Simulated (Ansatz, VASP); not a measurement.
## Ni in VASP and in Ansatz

INCAR

```
PREC = Accurate ; ENCUT = 600
EDIFF = 1E-6 ; ISMEAR = -1
SIGMA = 0.05 ; LREAL = F
LASPH = T ; NELM = 120
ALGO = Normal ; ISIF = 3
LWAVE = F ; LCHARG = F
ISPIN = 2 ; MAGMOM = 1
LORBIT = 11 ; LMAXMIX = 4
GGA = PS ; IBRION = 2
NSW = 40 ; EDIFFG = -0.02
```

The input KPOINTS:

```
regular mesh
0
Gamma
  13 13 13
```

Contents of POSCAR:

```
Ni
1.0
    0.0000000000      1.7375729330      1.7375729330
    1.7375729330      0.0000000000      1.7375729330
    1.7375729330      1.7375729330      0.0000000000
Ni
1
Direct
    0.0000000000      0.0000000000      0.0000000000
```

input.yaml

```yaml
crystal:
  lattice:
    - [0.0, 1.737572933, 1.737572933]
    - [1.737572933, 0.0, 1.737572933]
    - [1.737572933, 1.737572933, 0.0]
  atoms:
    - { symbol: Ni, position: [0.0, 0.0, 0.0], spin: 1.0 }
hamiltonian:
  xc: pbesol
  pseudopotentials: { kind: paw }
magnetization:
  spin_polarized: true
kpoints:
  mp_grid: { grid: [13, 13, 13] }
scf:
  occupations: { method: fermi_dirac, width: 0.05 }
output:
  forces: true
  stress: true
  write_density: true
  write_potential: true
  elf: true
  volumetric_format: npy
relax:
  f_tol: 0.01
  max_steps: 40
  cell: { stress_tol: 0.05 }
```

Alike in both runs: task relaxation of cell and atoms; functional PBEsol; k mesh 13 × 13 × 13; occupations fermi-dirac, width 0.05 eV; collinear spin, ferromagnetic start.

```csv
,VASP,Ansatz
version,VASP 6.6.1,Ansatz 0.2.0
potentials or method,"VASP PAW PBE potentials, release 64 (Ni)",Ansatz PAW
plane-wave cutoff (eV),600,420
valence electrons in the cell,10,18
```

VASP gave:

- gap on the k mesh at the Fermi level, each at its own relaxed structure (eV): none
- net moment per atom (μB): 0.62
- size of the moment on the site where the two differ most (μB): 0.63
- relaxed volume (Å³/atom): 10.38
- relaxed cell length with the largest relative difference (Å): 2.448

Question: Which values does Ansatz return?

Answer: gap on the k mesh at the Fermi level, each at its own relaxed structure (eV): none; net moment per atom (μB): 0.63; size of the moment on the site where the two differ most (μB): 0.66; relaxed volume (Å³/atom): 10.38; relaxed cell length with the largest relative difference (Å): 2.449.

Site moments also hang on the region over which each program counts them. A gap of «none» marks a metal or a gap that the smearing closes. The two sets of potentials don't hold the same shells in valence.

Caveats: the PAW data sets were made with another functional, which shifts forces and pressure a little (VASP); the plane-wave basis is chosen anew once the cell has moved, so the energies of steps on either side of that aren't comparable (Ansatz); the PAW data sets come from PBE, with cores solved anew for the run's functional, which leaves a small shift of forces and pressure (Ansatz).
